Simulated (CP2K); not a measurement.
Runs of CP2K 2026.2 on Y. It takes space group Fm-3m (No. 225, cubic). The conventional cell has a = 5.104 Å, b = 5.104 Å, c = 5.104 Å, α = 90.00°, β = 90.00°, γ = 90.00°. Y (site symmetry m-3m) is surrounded by 12 Y at 3.61 Å. This isn't the form of Y at room conditions, which is hcp.

```csv
task,level,potentials or basis,cell,smearing,NGRIDS,basis sets,potentials,shape of the broadening,broadening of the DOS (eV),gap on the mesh (eV),pressure (GPa)
density of states,r2SCAN,POTENTIAL_UZH Y GTH-SCAN-q11; TZVP-MOLOPT-SCAN-GTH basis,cell strained at random at fixed volume,methfessel-paxton 0.1 eV,5,Y TZVP-MOLOPT-SCAN-GTH-q11,Y GTH-SCAN-q11 of POTENTIAL_UZH,GAUSSIAN,0.2 eV,none,(a)
density of states,LDA,GTH_POTENTIALS Y GTH-PADE-q11; TZVP-MOLOPT-PBE-GTH basis,as given,gaussian 0.1 eV,5,Y TZVP-MOLOPT-PBE-GTH-q11,Y GTH-PADE-q11 of GTH_POTENTIALS,GAUSSIAN,0.15 eV,none,-4.8
single point,RPBE,POTENTIAL_UZH Y GTH-PBE-q11; TZVP-MOLOPT-PBE-GTH basis,as given,gaussian 0.02 eV,5,Y TZVP-MOLOPT-PBE-GTH-q11,Y GTH-PBE-q11 of POTENTIAL_UZH,-,-,none,0.7
single point,RPBE,POTENTIAL_UZH Y GTH-PBE-q11; TZVP-MOLOPT-PBE-GTH basis,as given,gaussian 0.1 eV,4,Y TZVP-MOLOPT-PBE-GTH-q11,Y GTH-PBE-q11 of POTENTIAL_UZH,-,-,none,0.6
single point,RPBE,POTENTIAL_UZH Y GTH-PBE-q11; TZVP-MOLOPT-PBE-GTH basis,as given,gaussian 0.05 eV,4,Y TZVP-MOLOPT-PBE-GTH-q11,Y GTH-PBE-q11 of POTENTIAL_UZH,-,-,none,0.7
```

Alike in all rows: no spin polarisation; k mesh 9 × 9 × 9.

Task: Fill in the values left out.

Result: (a) 0.8.

Caveats: the basis of atomic orbitals isn't converged, which shifts pressures, moduli and gaps; the potentials were made for another functional, which shifts forces and pressure (some runs).

A k mesh can miss the band edges, and the runs leave out spin-orbit coupling on Y.

A gap of «none» marks a metal or a gap under the smearing width.
